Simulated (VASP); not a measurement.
# MgO in VASP: one cell, several levels of theory, part 2 of 2

The system is MgO built on the wurtzite prototype, a generated structure that needn't be the ground state.

VASP 6.6.1, plane waves, PAW. The steps go on from the part before.

**3. r2SCAN**

INCAR reads:

```
ENCUT = 520.000000
SIGMA = 0.010000
EDIFF = 1.00e-07
ALGO = Normal
METAGGA = R2SCAN
PREC = Accurate
IBRION = -1
ISIF = 2
ISMEAR = 0
NBANDS = 16
NELM = 120
NSW = 0
LASPH = .TRUE.
LCHARG = .FALSE.
LWAVE = .FALSE.
LREAL = .FALSE.
```

KPOINTS reads:

```
KPOINTS created by Atomic Simulation Environment
0
Gamma
12 12 6
0 0 0
```

KPOINTS_OPT reads:

```
special points
6
Reciprocal
0.0000000000 0.0000000000 0.0000000000 1
0.5000000000 0.0000000000 0.0000000000 1
0.3333333333 0.3333333333 0.0000000000 1
0.0000000000 0.0000000000 0.5000000000 1
0.5000000000 0.0000000000 0.5000000000 1
0.3333333333 0.3333333333 0.5000000000 1
```

POSCAR reads:

```
Mg O
 1.0000000000000000
     3.2882172281021651   -0.0000000000288675    0.0000000000000000
    -1.6441086140260825    2.8476796527125590    0.0000000000000000
     0.0000000000000000    0.0000000000000000    4.9336789492999999
 Mg  O
   2   2
Cartesian
  0.0000000000166667  1.8984531017987498 -0.0652341425312186
  1.6441086140594159  0.9492265508849412  2.4016053321187814
  0.0000000000166667  1.8984531017987498  1.9153637485187187
  1.6441086140594159  0.9492265508849412  4.3822032231687187
```

Started as:

```bash
$ mpirun -np 1 vasp_std
```

Printed to the terminal (iteration lines stand in OSZICAR):

```text
POSCAR found type information on POSCAR MgO
 POSCAR found :  2 types and       4 ions
 -----------------------------------------------------------------------------
|                                                                             |
|                                                                             |
|     You enforced a specific xc type in the INCAR file but a different       |
|     I HOPE YOU KNOW WHAT YOU ARE DOING!                                     |
|                                                                             |
 -----------------------------------------------------------------------------

 LDA part: xc-table for (None), standard interpolation
 POSCAR, INCAR and KPOINTS ok, starting setup
 FFT: planning ... GRIDC
 FFT: planning ... GRID_SOFT
 FFT: planning ... GRID
 WAVECAR not read
 entering main loop
 Start KPOINTS_OPT (optional k-point list driver)
k-point batch [1-6\6]
```

OSZICAR:

```text
N       E                     dE             d eps       ncg     rms          rms(c)
DAV:   1     0.529087825965E+02    0.52909E+02   -0.79001E+03  2432   0.923E+02
DAV:   2    -0.364178067453E+02   -0.89327E+02   -0.81836E+02  3384   0.206E+02
DAV:   3    -0.405622903789E+02   -0.41445E+01   -0.41340E+01  2672   0.458E+01
DAV:   4    -0.405803127720E+02   -0.18022E-01   -0.18022E-01  3016   0.352E+00
DAV:   5    -0.405804058133E+02   -0.93041E-04   -0.93041E-04  2768   0.246E-01    0.111E+01
DAV:   6    -0.315070364858E+02    0.90734E+01   -0.76276E+00  2432   0.204E+01    0.304E+00
DAV:   7    -0.318056515639E+02   -0.29862E+00   -0.48651E-01  2712   0.469E+00    0.231E+00
DAV:   8    -0.318619481696E+02   -0.56297E-01   -0.14460E-01  2432   0.418E+00    0.934E-01
DAV:   9    -0.318509494148E+02    0.10999E-01   -0.52962E-02  2632   0.205E+00    0.321E-01
DAV:  10    -0.318504794332E+02    0.46998E-03   -0.48927E-03  2480   0.647E-01    0.320E-02
DAV:  11    -0.318505045985E+02   -0.25165E-04   -0.18029E-04  2688   0.117E-01    0.426E-03
DAV:  12    -0.318505071294E+02   -0.25309E-05   -0.70098E-06  2912   0.194E-02    0.106E-02
DAV:  13    -0.318505052380E+02    0.18915E-05   -0.46013E-06  2544   0.180E-02    0.496E-04
DAV:  14    -0.318505048187E+02    0.41923E-06   -0.10933E-07  2040   0.280E-03    0.533E-04
DAV:  15    -0.318505047503E+02    0.68393E-07   -0.16285E-08  1304   0.113E-03
   1 F= -.31850505E+02 E0= -.31850505E+02  d E =-.157411E-26
       N       E                     dE             ncg
DAV:   1     0.158026828842E+04   -0.27207E+04      192
DAV:   2     0.110673213101E+04   -0.47354E+03      248
DAV:   3     0.108515567128E+04   -0.21576E+02      240
DAV:   4     0.108506938237E+04   -0.86289E-01      216
DAV:   5     0.108506890378E+04   -0.47859E-03      240
DAV:   6     0.108506890009E+04   -0.36977E-05      224
DAV:   7     0.108506890006E+04   -0.31216E-07      184
```

OUTCAR, selected sections:

```text
k-points           NKPTS =     76   k-points in BZ     NKDIM =     76   number of bands    NBANDS=     16

   NELECT =      16.0000    total number of electrons

   dimension x,y,z NGX =    24 NGY =   24 NGZ =   40
   dimension x,y,z NGXF=    48 NGYF=   48 NGZF=   80

  energy-cutoff  :      520.00
  volume of cell :       46.20
      direct lattice vectors                 reciprocal lattice vectors
     3.288217228 -0.000000000  0.000000000     0.304116161  0.175581547  0.000000000
    -1.644108614  2.847679653  0.000000000     0.000000000  0.351163095  0.000000000
     0.000000000  0.000000000  4.933678949     0.000000000  0.000000000  0.202688503

 k-points in reciprocal lattice and weights: KPOINTS created by Atomic Simulation Env
   0.00000000  0.00000000  0.00000000       0.001
   0.08333333  0.00000000  0.00000000       0.007
   0.16666667  0.00000000  0.00000000       0.007
   0.25000000 -0.00000000  0.00000000       0.007
   0.33333333  0.00000000  0.00000000       0.007
   0.41666667 -0.00000000  0.00000000       0.007
   0.50000000 -0.00000000  0.00000000       0.003
   0.08333333  0.08333333  0.00000000       0.007
[... 68 more k-points ...]

 E-fermi :   0.9419

 k-point     1 :       0.0000    0.0000    0.0000
  band No.  band energies     occupation
      1     -16.4319      2.00000
      2     -15.6028      2.00000
      3      -2.4891      2.00000
      4       0.0276      2.00000
      5       0.0276      2.00000
      6       0.3811      2.00000
      7       0.3811      2.00000
      8       0.8714      2.00000
      9       5.1108      0.00000
     10      10.4158      0.00000
     11      12.2697      0.00000
     12      16.0121      0.00000
     13      16.0121      0.00000
     14      18.0386      0.00000
     15      18.6063      0.00000
     16      18.6063      0.00000

 k-point     2 :       0.0833    0.0000    0.0000
  band No.  band energies     occupation
      1     -16.3967      2.00000
      2     -15.5914      2.00000
      3      -2.4209      2.00000
      4      -0.1361      2.00000
      5      -0.0219      2.00000
      6       0.1657      2.00000
      7       0.3886      2.00000
      8       0.8456      2.00000
      9       5.4403      0.00000
     10      10.6176      0.00000
     11      12.1923      0.00000
     12      15.0792      0.00000
     13      16.1410      0.00000
     14      18.0242      0.00000
     15      18.5736      0.00000
     16      18.7291      0.00000

 k-point     3 :       0.1667    0.0000    0.0000
  band No.  band energies     occupation
      1     -16.2973      2.00000
      2     -15.5623      2.00000
      3      -2.2233      2.00000
      4      -0.6273      2.00000
      5      -0.2454      2.00000
      6      -0.1397      2.00000
      7       0.3928      2.00000
      8       0.7633      2.00000
      9       6.2413      0.00000
     10      11.0599      0.00000
     11      12.0218      0.00000
     12      13.8025      0.00000
     13      16.4659      0.00000
     14      16.6736      0.00000
     15      17.7025      0.00000
     16      17.8588      0.00000

 k-point     4 :       0.2500   -0.0000    0.0000
  band No.  band energies     occupation
      1     -16.1515      2.00000
      2     -15.5290      2.00000
      3      -1.9199      2.00000
      4      -1.2527      2.00000
      5      -0.6589      2.00000
      6      -0.2779      2.00000
      7       0.3792      2.00000
      8       0.6174      2.00000
      9       7.2257      0.00000
     10      11.0980      0.00000
     11      11.9145      0.00000
     12      13.1426      0.00000
     13      15.3424      0.00000
     14      16.6243      0.00000
     15      17.0514      0.00000
     16      17.4256      0.00000

 k-point     5 :       0.3333    0.0000    0.0000
  band No.  band energies     occupation
      1     -15.9880      2.00000
      2     -15.5090      2.00000
      3      -1.8263      2.00000
      4      -1.5234      2.00000
      5      -1.0144      2.00000
      6      -0.4011      2.00000
      7       0.3541      2.00000
      8       0.4060      2.00000
      9       8.1966      0.00000
     10      10.6225      0.00000
     11      11.5013      0.00000
     12      13.3564      0.00000
     13      14.4975      0.00000
     14      16.2547      0.00000
     15      16.6470      0.00000
     16      17.7193      0.00000

 k-point     6 :       0.4167   -0.0000    0.0000
  band No.  band energies     occupation
      1     -15.8458      2.00000
      2     -15.5143      2.00000
      3      -2.1809      2.00000
      4      -1.3021      2.00000
      5      -1.1167      2.00000
      6      -0.4848      2.00000
      7       0.1578      2.00000
      8       0.3315      2.00000
      9       9.0012      0.00000
     10      10.1181      0.00000
     11      11.1781      0.00000
     12      13.0130      0.00000
     13      14.6741      0.00000
     14      15.9448      0.00000
     15      16.4535      0.00000
     16      18.0287      0.00000

 k-point     7 :       0.5000   -0.0000    0.0000
  band No.  band energies     occupation
      1     -15.7822      2.00000
      2     -15.5268      2.00000
      3      -2.3076      2.00000
      4      -1.3675      2.00000
      5      -0.9485      2.00000
      6      -0.5143      2.00000
      7       0.0150      2.00000
      8       0.3226      2.00000
      9       9.4205      0.00000
     10       9.8256      0.00000
     11      11.0754      0.00000
     12      12.7496      0.00000
     13      14.8826      0.00000
     14      15.8368      0.00000
     15      16.4012      0.00000
     16      18.1427      0.00000

 k-point     8 :       0.0833    0.0833    0.0000
  band No.  band energies     occupation
      1     -16.3295      2.00000
      2     -15.5712      2.00000
      3      -2.2880      2.00000
      4      -0.3635      2.00000
      5      -0.3548      2.00000
      6       0.0404      2.00000
      7       0.3615      2.00000
      8       0.7915      2.00000
      9       6.0000      0.00000
     10      10.9471      0.00000
     11      12.0759      0.00000
     12      14.0955      0.00000
     13      16.3559      0.00000
     14      17.1690      0.00000
     15      17.7497      0.00000
     16      18.1548      0.00000

[... the tables of k-points 9 to 76 left out ...]

  Total        0.4636570      0.4636570      0.4953999      0.0000000      0.0000000      0.0000000
  in kB       16.0799586     16.0799586     17.1808227      0.0000000      0.0000000      0.0000000
  external PRESSURE =      16.4469133 kB  Pullay stress =       0.0000000 kB

 POSITION                                       TOTAL-FORCE (eV/Angst)
 -----------------------------------------------------------------------------------
      0.00000      1.89845      4.86844        -0.000000      0.000000      0.003379
      1.64411      0.94923      2.40161         0.000000     -0.000000      0.003379
      0.00000      1.89845      1.91536         0.000000     -0.000000     -0.003379
      1.64411      0.94923      4.38220         0.000000      0.000000     -0.003379
 -----------------------------------------------------------------------------------
    total drift:                                0.000000      0.000001      0.001865

  FREE ENERGIE OF THE ION-ELECTRON SYSTEM (eV)
  ---------------------------------------------------
  free  energy   TOTEN  =       -31.8505047503 eV

  energy  without entropy=      -31.8505047503  energy(sigma->0) =      -31.85050475
```

Hardware: 1 MPI rank of Intel Xeon Platinum 8488C, shared host.

The levels at the points of KPOINTS_OPT are read from vasprun.xml.

Levels at the named points, in eV from the top of band v (v: the last filled band by count, c: the next):

| point | v−1 | v | c | c+1 |
| --- | --- | --- | --- | --- |
| Γ | -0.49 | 0.00 | 4.24 | 9.54 |
| M | -0.86 | -0.55 | 8.55 | 8.95 |
| K | -1.26 | -1.26 | 9.07 | 9.12 |
| A | -0.67 | -0.67 | 6.81 | 6.81 |
| L | -0.75 | -0.75 | 8.18 | 8.18 |
| H | -0.41 | -0.41 | 9.27 | 9.27 |

Gap with r2SCAN: 4.24 eV, direct (Γ). Pressure: 1.64 GPa; the forces vanish within 0.01 eV/Å.

**4. What came out**

This closing draws on all 2 parts.

| level | gap (eV) | pressure (GPa) | Ansatz: gap (eV) | Ansatz: pressure (GPa) |
| --- | --- | --- | --- | --- |
| PBE | 3.57 | 5.81 | 3.59 | 6.18 |
| r2SCAN | 4.24 | 1.64 | 4.26 | 2.19 |

What this shows: The gap runs from 3.57 eV (PBE) to 4.24 eV (r2SCAN). At this one volume the pressure spans 1.6 GPa (r2SCAN) to 5.8 GPa (PBE): PBE wants the largest cell and r2SCAN the smallest. The two programs agree on the gap within 0.03 eV, far less than the spread between functionals. Each program uses its own PAW datasets and cutoff. VASP's cell holds 16 valence electrons and Ansatz's 32.
